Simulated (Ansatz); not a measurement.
# MoS2: the cost of one run

Method: DFT LDA, scalar-relativistic, in Ansatz 0.2.0.

### 1 The starting structure

Symmetry: P6_3/mmc, No. 194, hexagonal system. Conventional cell: a = 3.161 Å, b = 3.161 Å, c = 12.295 Å, α = 90.00°, β = 90.00°, γ = 120.00°. Mo (site symmetry -6m2) has 6 S at 2.37 Å as nearest neighbours. S (site symmetry 3m) is surrounded by 3 Mo at 2.37 Å.

As a file:

```xyz
6
Lattice="3.1610 0.0000 0.0000 -1.5805 2.7375 0.0000 0.0000 0.0000 12.2950" Properties=species:S:1:pos:R:3 pbc="T T T"
Mo    0.0000    1.8250    3.0738
Mo    1.5805    0.9125    9.2213
S     0.0000    1.8250    7.7151
S     1.5805    0.9125    1.5676
S     0.0000    1.8250   10.7274
S     1.5805    0.9125    4.5799
```

Atoms are numbered in the order of the input: Mo1, Mo2, S3, S4, S5, S6.

### 2 After the deformation

Space group P6_3/mmc before, P6_3/mmc after.

### 3 All-electron LAPW

File input.yaml:

```yaml
crystal:
  lattice:
    - [3.1610016016, 0.0, 0.0]
    - [-1.5805008008, 2.7375076884, 0.0]
    - [0.0, 0.0, 12.17205]
  atoms:
    - { symbol: Mo, position: [0.3333333333, 0.6666666667, 0.25] }
    - { symbol: Mo, position: [0.6666666667, 0.3333333333, 0.75] }
    - { symbol: S, position: [0.3333333333, 0.6666666667, 0.6275] }
    - { symbol: S, position: [0.6666666667, 0.3333333333, 0.1275] }
    - { symbol: S, position: [0.3333333333, 0.6666666667, 0.8725] }
    - { symbol: S, position: [0.6666666667, 0.3333333333, 0.3725] }
kpoints:
  mp_grid: { grid: [10, 10, 3] }
  band_path:
    path:
      - [0.0, 0.0, 0.0]
      - [0.5, 0.0, 0.0]
      - [0.3333333333, 0.3333333333, 0.0]
      - [0.0, 0.0, 0.0]
      - [0.0, 0.0, 0.5]
      - [0.5, 0.0, 0.5]
      - [0.3333333333, 0.3333333333, 0.5]
      - [0.0, 0.0, 0.5]
      - [0.5, 0.0, 0.5]
    npoints: 5
scf:
  occupations: { method: fermi_dirac, width: 0.03 }
hamiltonian:
  xc: lda
  pseudopotentials: { kind: all_electron, lapw: { basis_error: 0.001 } }
output:
  forces: true
  stress: true
  eigenvalues: true
```

The run is started by

```console
$ ansatz run input.yaml --threads 2 --pin off --max-ram 8192MiB --backend cpu --events-out ev --progress --plain --runs-dir out
```

Q: Estimate wall time and peak memory on 2 threads of Intel Xeon Platinum 8375C at 2.90GHz (Ice Lake), shared host.

About 32 s, with a peak of 0.65 GiB.
